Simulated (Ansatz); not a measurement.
# Rh (Fm-3m) in Ansatz: further runs

Runs on Rh. Level: PBE. Tasks: single point.

All numbers are computed with Ansatz 0.2.0; they aren't measurements. Logs are shortened: lines on timing, memory, paths and dates and some standing lists are left out, and cuts for length are marked.

## (1) Starting point

The structure is cubic, space group Fm-3m (No. 225). The conventional cell has a = 3.796 Å, b = 3.796 Å, c = 3.796 Å, α = 90.00°, β = 90.00°, γ = 90.00°. Rh (site symmetry m-3m) has 12 Rh at 2.68 Å as nearest neighbours.

## (2) Single point, PBE

input.yaml reads:

```yaml
crystal:
  lattice:
    - [0.0, 1.89785, 1.89785]
    - [1.89785, 0.0, 1.89785]
    - [1.89785, 1.89785, 0.0]
  atoms:
    - { symbol: Rh, position: [0.0, 0.0, 0.0] }
hamiltonian:
  xc: pbe
  pseudopotentials: { kind: paw }
kpoints:
  mp_grid: { grid: [12, 12, 12] }
scf:
  occupations: { method: gaussian, width: 0.02 }
output:
  forces: true
  stress: true
  eigenvalues: true
```

Potentials or basis: Ansatz PAW.

The run is started by

```bash
ansatz run input.yaml --threads 2 --pin off --max-ram 5632MiB --backend cpu --events-out ev --progress --plain --runs-dir out
```

The log of the run:

```text
Warning: RAYON_NUM_THREADS=2 ignored (pool sized by the plan → 2); use --threads N
Engine: ansatz 0.2.0, aarch64-unknown-linux-gnu
Pseudopotentials: kind: paw
Pseudopotential: Rh, paw, valence charge 17, recommended cutoff 420 eV (normal), Rh.paw.azcp
Functional definition: PBE
  parameter kappa = 0.804
  parameter beta = 0.06672455060314922
  exchange = pbe_x(kappa = kappa, mu = beta*pi^2/3)
  correlation = pbe_c(beta = beta)
Crystal: 1 atoms, lattice volume = 13.671 Å³
Basis set: ecut = 420 eV, 283 PW (Γ), exchange–correlation on 36×36×36 points (8 copies of the dense FFT grid, shifted against one another)
Bands: 13, of which v1, the nominal top of the filled ones, is band 9 counted from 1 (8 counted from 0)
Symmetry: 48 space group operations
Space group: Fm-3m (ITA 225), of the structure as read, at distance tolerance 2.4e-5 Å
k-points: 72 of 1728
Non-local potential: Rh, projectors of the file, l = 0: 3, l = 1: 2, l = 2: 2, l = 3: 1
PAW form: soft (Blöchl's): semilocal exchange-correlation on the pseudo side does not see the compensation charge
PAW one-centre angular grid: Rh, 590 points (default); XC on 64 Gauss nodes
Initial density: superposition of atomic densities (neutral atoms: chi_scale 0, normalization atom), corrected by the library's trained network
Initial wavefunctions: pseudopotential atomic-orbital guess
Functional: x = pbe(κ = 0.804, μ = 0.2195149727645171), c = pbe(β = 0.06672455060314922)
SCF iter   1: F=—  HF=-6402.883054 eV  |F-HF|=—  |Δ(HF+E_count)|=         —  Δρ=2.69e-3  dr2=1.64e-4  ethr=1.77e-3  ⟨swp⟩=5.5  Hψ=5304  notcnv=0
preconditioner: auto → none  [insulator: Δε(μ)=0.024 eV  Ē_g=14.069 eV  σ=0.020 eV  W_gap=0.60  n_scr=0 (ndim 8)  ℏωp=30.1 eV  f_vac=0.000  D(μ)=2.24/eV (n_scr^D=26)  ε∞_Penn≈5.6]
SCF iter   2: F=—  HF=-6402.883309 eV  |F-HF|=—  |Δ(HF+E_count)|=   2.55e-4  Δρ=1.38e-3  dr2=4.04e-5  ethr=9.68e-7  ⟨swp⟩=2.7  Hψ=2302  notcnv=0  defer=1
SCF iter   3: F=—  HF=-6402.883361 eV  |F-HF|=—  |Δ(HF+E_count)|=   5.19e-5  Δρ=1.38e-4  dr2=8.89e-7  ethr=2.38e-7  ⟨swp⟩=2.1  Hψ=1239  notcnv=0  defer=1
iter 4 did not close the SCF: its close was put off for the readings that it lacked (scf_convergence_deferred on its scf_iter line)
SCF iter   4: F=-6402.883361 eV  HF=-6402.883361 eV  |F-HF|=2.67e-8  |Δ(HF+E_count)|=   5.19e-8  Δρ=5.10e-5  dr2=8.37e-8  ethr=5.23e-9  ⟨swp⟩=2.3  Hψ=1475  notcnv=0  defer=1
iter 5 did not close the SCF: its close was put off for the readings that it lacked (scf_convergence_deferred on its scf_iter line)
SCF iter   5: F=-6402.883361 eV  HF=-6402.883361 eV  |F-HF|=6.18e-8  |Δ(HF+E_count)|=   2.14e-8  Δρ=2.88e-5  dr2=9.23e-8  ethr=4.92e-10  ⟨swp⟩=2.0  Hψ=1514  notcnv=0  defer=1
SCF iter   6: F=-6402.883361 eV  HF=-6402.883361 eV  |F-HF|=2.16e-10  |Δ(HF+E_count)|=   2.48e-8  Δρ=2.04e-6  dr2=3.16e-10  ethr=4.92e-10  ⟨swp⟩=3.7  Hψ=3576  notcnv=0
SCF 1 converged in 6 iterations: F = -6402.883361 eV  dr2 = 3.16e-10
SCF converged after 6 iterations
Free energy (F): -6402.883361 eV
Harris-Foulkes:  -6402.883361 eV  (|F-HF|=2.16e-10)
Internal energy: -6402.882925 eV  (E = F + TS)
E sigma→0 (E₀):  -6402.883143 eV
Entropy (-TS):   -0.000437 eV (-0.437 meV/atom)
Fermi energy:    22.608690 eV
--- Per-component energies (eV) ---
  E_band       = -83.060875
  E_kinetic    = 573.627731
  E_local      = -1555.941208  (includes V_loc(G=0)·N_el)
  E_nonlocal   = 354.395328
  E_hartree    = 547.348401
  E_xc         = -222.135454
  E_vxc        = -278.896312  (∫ρ·V_xc dr)
  E_paw        = -3586.822362  (= ΣΔE_a)
  E_vpaw       = -270.944676  (= ΣTr[D̂ρ^β])
  E_aug_tail   = 0.000839  (compensation charges beyond the density's cutoff)
  E_ewald      = -2513.356200
  E_smearing   = -0.000437  (= −TS)
  E_closure    = -0.000000  (closes the sum)
  Σ components = -6402.883361   (vs F -6402.883361, Δ=0.00e0)
--- Forces (eV/Å), atoms counted from 1 ---
  atom   1  Rh     0.00000000     0.00000000    -0.00000000
  max |Σ_I F_I| component: 1.07e-31 eV/Å
--- Stress (GPa, compression-positive) ---
        7.218275      -0.000000       0.000000
       -0.000000       7.218275       0.000000
        0.000000       0.000000       7.218275
  P = ⅓ Tr σ = 7.2183 GPa (72.183 kbar)
--- Band table (eV; the first three rows and the last of 72) ---
  k-point 0: bands = ["-56.3645", "-23.8238", "-23.8238", "-23.8238", "14.5490", "19.4346", "19.4346", "19.4346", "21.5375", "21.5375", "38.3514", "43.7142", "43.7142"]
  k-point 1: bands = ["-56.3568", "-23.8755", "-23.8308", "-23.8308", "14.8274", "19.3157", "19.5416", "19.5416", "21.4805", "21.4805", "38.7440", "42.4075", "44.1203"]
  k-point 2: bands = ["-56.3357", "-24.0155", "-23.8498", "-23.8498", "15.5663", "19.1054", "19.7577", "19.7577", "21.4332", "21.4332", "39.5844", "40.1275", "45.2492"]
  k-point 71: bands = ["-56.2104", "-24.3154", "-24.3154", "-24.1060", "17.4806", "18.7109", "18.7109", "21.3249", "23.5415", "32.2142", "32.2142", "33.8351", "35.2485"]
```

It took 0.56 s on 2 threads of Arm Neoverse V1, shared host; peak memory 0.26 GiB.

Results:

```yaml
Free_energy: -6402.8834 eV
Pressure: 7.2 GPa
Band_gap_on_the_k_mesh: none (metal or under the smearing width)
```

## (3) Single point, PBE

Edit input.yaml of step 2 so:

```diff
@@ -13,3 +13,3 @@
 scf:
-  occupations: { method: gaussian, width: 0.02 }
+  occupations: { method: gaussian, width: 0.021 }
 output:
@@ -18 +18,5 @@
   eigenvalues: true
+  write_density: true
+  write_potential: true
+  elf: true
+  volumetric_format: npy
```

Potentials or basis: Ansatz PAW.

The run is started by

```bash
ansatz run input.yaml --threads 2 --pin off --max-ram 5632MiB --backend cpu --events-out ev --progress --plain --runs-dir out
```

Wall time 0.71 s (2 threads of Arm Neoverse V1, shared host); peak memory 0.26 GiB.

The run converged. Its results:

```
Free energy            : -6402.8834 eV
Pressure               : 7.2 GPa
Band gap on the k mesh : none (metal or under the smearing width)
```

Levels at points of the mesh, in eV from the Fermi level:
```csv
k point,band 6,band 7,band 8,band 9,band 10,band 11
"(0.00, 0.00, 0.00)",-3.17,-3.17,-3.17,-1.07,-1.07,15.74
"(0.00, 0.00, -0.50)",-3.25,-3.25,0.51,0.51,0.67,8.63
"(0.00, -0.50, -0.50)",-6.06,0.48,0.93,0.93,3.22,12.26
```

## (4) Single point, PBE

Edit input.yaml of step 3 so:

```diff
@@ -13,3 +13,3 @@
 scf:
-  occupations: { method: gaussian, width: 0.021 }
+  occupations: { method: gaussian, width: 0.022 }
 output:
@@ -18,5 +18 @@
   eigenvalues: true
-  write_density: true
-  write_potential: true
-  elf: true
-  volumetric_format: npy
```

Potentials or basis: Ansatz PAW.

The run is started by

```bash
ansatz run input.yaml --threads 2 --pin off --max-ram 5632MiB --backend cpu --events-out ev --progress --plain --runs-dir out
```

The log of the run:

```text
Warning: RAYON_NUM_THREADS=2 ignored (pool sized by the plan → 2); use --threads N
[... 8 set-up lines as earlier in the session ...]
Crystal: 1 atoms, lattice volume = 13.671 Å³
Basis set: ecut = 420 eV, 283 PW (Γ), exchange–correlation on 36×36×36 points (8 copies of the dense FFT grid, shifted against one another)
Bands: 13, of which v1, the nominal top of the filled ones, is band 9 counted from 1 (8 counted from 0)
[... 2 set-up lines as earlier in the session ...]
k-points: 72 of 1728
[... 2 set-up lines as earlier in the session ...]
[... 24 lines left out ...]
  E_kinetic    = 573.627348
  E_local      = -1555.939728  (includes V_loc(G=0)·N_el)
  E_nonlocal   = 354.394966
  E_hartree    = 547.347449
  E_xc         = -222.135419
  E_vxc        = -278.896270  (∫ρ·V_xc dr)
  E_paw        = -3586.822142  (= ΣΔE_a)
  E_vpaw       = -270.944327  (= ΣTr[D̂ρ^β])
  E_aug_tail   = 0.000839  (compensation charges beyond the density's cutoff)
  E_ewald      = -2513.356200
  E_smearing   = -0.000520  (= −TS)
  E_closure    = -0.000000  (closes the sum)
  Σ components = -6402.883407   (vs F -6402.883407, Δ=0.00e0)
--- Forces (eV/Å), atoms counted from 1 ---
  atom   1  Rh     0.00000000     0.00000000    -0.00000000
  max |Σ_I F_I| component: 4.72e-32 eV/Å
--- Stress (GPa, compression-positive) ---
        7.218177       0.000000       0.000000
       -0.000000       7.218177      -0.000000
        0.000000      -0.000000       7.218177
  P = ⅓ Tr σ = 7.2182 GPa (72.182 kbar)
--- Band table (eV; the first three rows and the last of 72) ---
  k-point 0: bands = ["-56.3646", "-23.8239", "-23.8239", "-23.8239", "14.5490", "19.4346", "19.4346", "19.4346", "21.5374", "21.5374", "38.3514", "43.7142", "43.7142"]
  k-point 1: bands = ["-56.3569", "-23.8755", "-23.8308", "-23.8308", "14.8273", "19.3157", "19.5415", "19.5415", "21.4804", "21.4804", "38.7441", "42.4075", "44.1203"]
  k-point 2: bands = ["-56.3358", "-24.0155", "-23.8499", "-23.8499", "15.5663", "19.1053", "19.7577", "19.7577", "21.4331", "21.4331", "39.5844", "40.1275", "45.2492"]
  k-point 71: bands = ["-56.2105", "-24.3154", "-24.3154", "-24.1061", "17.4806", "18.7109", "18.7109", "21.3248", "23.5414", "32.2142", "32.2142", "33.8351", "35.2484"]
```

Run time: 0.56 s. Hardware: 2 threads of Arm Neoverse V1, shared host; peak memory 0.26 GiB.

Results:

```
Free energy            : -6402.8834 eV
Pressure               : 7.2 GPa
Band gap on the k mesh : none (metal or under the smearing width)
```

## (5) Single point, PBE

Edit input.yaml of step 4 so:

```diff
@@ -13,3 +13,3 @@
 scf:
-  occupations: { method: gaussian, width: 0.022 }
+  occupations: { method: gaussian, width: 0.023 }
 output:
```

Potentials or basis: Ansatz PAW.

The run is started by

```bash
ansatz run input.yaml --threads 2 --pin off --max-ram 5632MiB --backend cpu --events-out ev --progress --plain --runs-dir out
```

The log of the run:

```text
Warning: RAYON_NUM_THREADS=2 ignored (pool sized by the plan → 2); use --threads N
[... 8 set-up lines as earlier in the session ...]
Crystal: 1 atoms, lattice volume = 13.671 Å³
Basis set: ecut = 420 eV, 283 PW (Γ), exchange–correlation on 36×36×36 points (8 copies of the dense FFT grid, shifted against one another)
Bands: 13, of which v1, the nominal top of the filled ones, is band 9 counted from 1 (8 counted from 0)
[... 2 set-up lines as earlier in the session ...]
k-points: 72 of 1728
[... 6 set-up lines as earlier in the session ...]
SCF iter   1: F=—  HF=-6402.883144 eV  |F-HF|=—  |Δ(HF+E_count)|=         —  Δρ=2.70e-3  dr2=1.67e-4  ethr=1.77e-3  ⟨swp⟩=5.5  Hψ=5289  notcnv=0
preconditioner: auto → none  [insulator: Δε(μ)=0.024 eV  Ē_g=14.069 eV  σ=0.023 eV  W_gap=0.54  n_scr=0 (ndim 8)  ℏωp=30.1 eV  f_vac=0.000  D(μ)=2.17/eV (n_scr^D=26)  ε∞_Penn≈5.6]
SCF iter   2: F=—  HF=-6402.883379 eV  |F-HF|=—  |Δ(HF+E_count)|=   2.35e-4  Δρ=1.38e-3  dr2=4.10e-5  ethr=9.85e-7  ⟨swp⟩=2.6  Hψ=2267  notcnv=0  defer=2
SCF iter   3: F=—  HF=-6402.883431 eV  |F-HF|=—  |Δ(HF+E_count)|=   5.19e-5  Δρ=1.39e-4  dr2=9.11e-7  ethr=2.41e-7  ⟨swp⟩=2.1  Hψ=1239  notcnv=0  defer=2
iter 4 did not close the SCF: its close was put off for the readings that it lacked (scf_convergence_deferred on its scf_iter line)
SCF iter   4: F=-6402.883431 eV  HF=-6402.883431 eV  |F-HF|=2.98e-8  |Δ(HF+E_count)|=   5.08e-8  Δρ=5.15e-5  dr2=8.81e-8  ethr=5.36e-9  ⟨swp⟩=2.5  Hψ=1475  notcnv=0  defer=2
iter 5 did not close the SCF: its close was put off for the readings that it lacked (scf_convergence_deferred on its scf_iter line)
SCF iter   5: F=-6402.883431 eV  HF=-6402.883431 eV  |F-HF|=6.34e-8  |Δ(HF+E_count)|=   2.26e-8  Δρ=2.96e-5  dr2=9.57e-8  ethr=5.18e-10  ⟨swp⟩=2.0  Hψ=1515  notcnv=0  defer=2
SCF iter   6: F=-6402.883431 eV  HF=-6402.883431 eV  |F-HF|=2.27e-10  |Δ(HF+E_count)|=   2.53e-8  Δρ=2.08e-6  dr2=3.34e-10  ethr=5.18e-10  ⟨swp⟩=3.7  Hψ=3583  notcnv=0
SCF 1 converged in 6 iterations: F = -6402.883431 eV  dr2 = 3.34e-10
SCF converged after 6 iterations
Free energy (F): -6402.883431 eV
Harris-Foulkes:  -6402.883431 eV  (|F-HF|=2.27e-10)
Internal energy: -6402.882869 eV  (E = F + TS)
E sigma→0 (E₀):  -6402.883150 eV
Entropy (-TS):   -0.000562 eV (-0.562 meV/atom)
Fermi energy:    22.607216 eV
--- Per-component energies (eV) ---
  E_band       = -83.062022
  E_kinetic    = 573.627163
  E_local      = -1555.938999  (includes V_loc(G=0)·N_el)
  E_nonlocal   = 354.394783
  E_hartree    = 547.346981
  E_xc         = -222.135403
  E_vxc        = -278.896251  (∫ρ·V_xc dr)
  E_paw        = -3586.822034  (= ΣΔE_a)
  E_vpaw       = -270.944162  (= ΣTr[D̂ρ^β])
  E_aug_tail   = 0.000839  (compensation charges beyond the density's cutoff)
  E_ewald      = -2513.356200
  E_smearing   = -0.000562  (= −TS)
  E_closure    = 0.000000  (closes the sum)
  Σ components = -6402.883431   (vs F -6402.883431, Δ=0.00e0)
--- Forces (eV/Å), atoms counted from 1 ---
  atom   1  Rh     0.00000000     0.00000000     0.00000000
  max |Σ_I F_I| component: 1.23e-32 eV/Å
--- Stress (GPa, compression-positive) ---
        7.218137       0.000000       0.000000
        0.000000       7.218137       0.000000
        0.000000       0.000000       7.218137
  P = ⅓ Tr σ = 7.2181 GPa (72.181 kbar)
--- Band table (eV; the first three rows and the last of 72) ---
  k-point 0: bands = ["-56.3646", "-23.8239", "-23.8239", "-23.8239", "14.5490", "19.4346", "19.4346", "19.4346", "21.5374", "21.5374", "38.3515", "43.7142", "43.7142"]
  k-point 1: bands = ["-56.3569", "-23.8756", "-23.8309", "-23.8309", "14.8273", "19.3157", "19.5415", "19.5415", "21.4804", "21.4804", "38.7441", "42.4075", "44.1203"]
  k-point 2: bands = ["-56.3358", "-24.0156", "-23.8499", "-23.8499", "15.5663", "19.1053", "19.7577", "19.7577", "21.4331", "21.4331", "39.5845", "40.1275", "45.2492"]
  k-point 71: bands = ["-56.2105", "-24.3155", "-24.3155", "-24.1061", "17.4805", "18.7109", "18.7109", "21.3248", "23.5414", "32.2142", "32.2142", "33.8351", "35.2484"]
```

Run time: 0.57 s. Hardware: 2 threads of Arm Neoverse V1, shared host; peak memory 0.26 GiB.

Results:

```
Free energy            : -6402.8834 eV
Pressure               : 7.2 GPa
Band gap on the k mesh : none (metal or under the smearing width)
```

## (6) Single point, PBE

Edit input.yaml of step 5 so:

```diff
@@ -13,3 +13,3 @@
 scf:
-  occupations: { method: gaussian, width: 0.023 }
+  occupations: { method: gaussian, width: 0.024 }
 output:
```

Potentials or basis: Ansatz PAW.

The run is started by

```bash
ansatz run input.yaml --threads 2 --pin off --max-ram 5632MiB --backend cpu --events-out ev --progress --plain --runs-dir out
```

It took 0.56 s on 2 threads of Arm Neoverse V1, shared host; peak memory 0.26 GiB.

It converged, with:

```yaml
Free_energy: -6402.8835 eV
Pressure: 7.2 GPa
Band_gap_on_the_k_mesh: none (metal or under the smearing width)
```

Levels at points of the mesh, in eV from the Fermi level:
| k point | band 5 | band 6 | band 7 | band 8 | band 9 | band 10 | band 11 | band 12 |
| --- | --- | --- | --- | --- | --- | --- | --- | --- |
| (0.00, 0.00, 0.00) | -8.06 | -3.17 | -3.17 | -3.17 | -1.07 | -1.07 | 15.74 | 21.11 |
| (0.00, 0.00, -0.50) | -6.23 | -3.25 | -3.25 | 0.51 | 0.51 | 0.67 | 8.63 | 15.29 |
| (0.00, -0.50, -0.50) | -6.43 | -6.06 | 0.48 | 0.93 | 0.93 | 3.22 | 12.27 | 13.26 |

## (7) The runs side by side

| smearing | gap on the mesh (eV) | pressure (GPa) |
| --- | --- | --- |
| gaussian 0.02 eV | none | 7.2 |
| gaussian 0.021 eV | none | 7.2 |
| gaussian 0.022 eV | none | 7.2 |
| gaussian 0.023 eV | none | 7.2 |
| gaussian 0.024 eV | none | 7.2 |

Alike in all rows: task single point; level PBE; potentials or basis Ansatz PAW; no spin polarisation; cell as given; k mesh 12 × 12 × 12; cutoff (eV) 420.

Every run on the cell as given and a fine mesh finds a metal.

Absolute energies hang on the potentials; compare differences alone.
